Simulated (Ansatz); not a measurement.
Crystal: Ni.

```xyz
1
Lattice="0.0000 1.7376 1.7376 1.7376 0.0000 1.7376 1.7376 1.7376 0.0000" Properties=species:S:1:pos:R:3 pbc="T T T"
Ni    0.0000    0.0000    0.0000
```

```yaml
Program: Ansatz 0.2.0
Task: single point
Functional: PBEsol
Potentials_or_basis: all-electron LAPW, scalar-relativistic
Cutoff: 320 eV (chosen from the basis error)
Basis_error_allowed: 0.001 eV/atom
k_mesh: 13 × 13 × 13
Occupations: fermi-dirac, width 0.05 eV
Spin: collinear spin, ferromagnetic start
Starting_moments: "[1.0] μB"
```

On this cell: pressure -2.4 GPa; net moment 0.63 μB per cell; site moments Ni +0.65 μB; band gap on the k mesh none (metal or under the smearing width).

The same run follows on a disturbed copy (cell strained at random at fixed volume):

```xyz
1
Lattice="0.0165 1.7573 1.7682 1.7191 0.0163 1.7685 1.7145 1.7528 0.0210" Properties=species:S:1:pos:R:3 pbc="T T T"
Ni   -0.0366   -0.0460    0.0311
```

**Question.** What does the disturbed cell give?

**Answer.** The energy (extrapolated to zero smearing) moves by +3.3 meV/atom; pressure -2.3 GPa; net moment 0.63 μB per cell; site moments Ni +0.65 μB; band gap on the k mesh none (metal or under the smearing width).

Stress tensor (GPa, compression positive):
```
-0.32 -1.09 -1.86
-1.09 -2.83 -1.55
-1.86 -1.55 -3.73
```
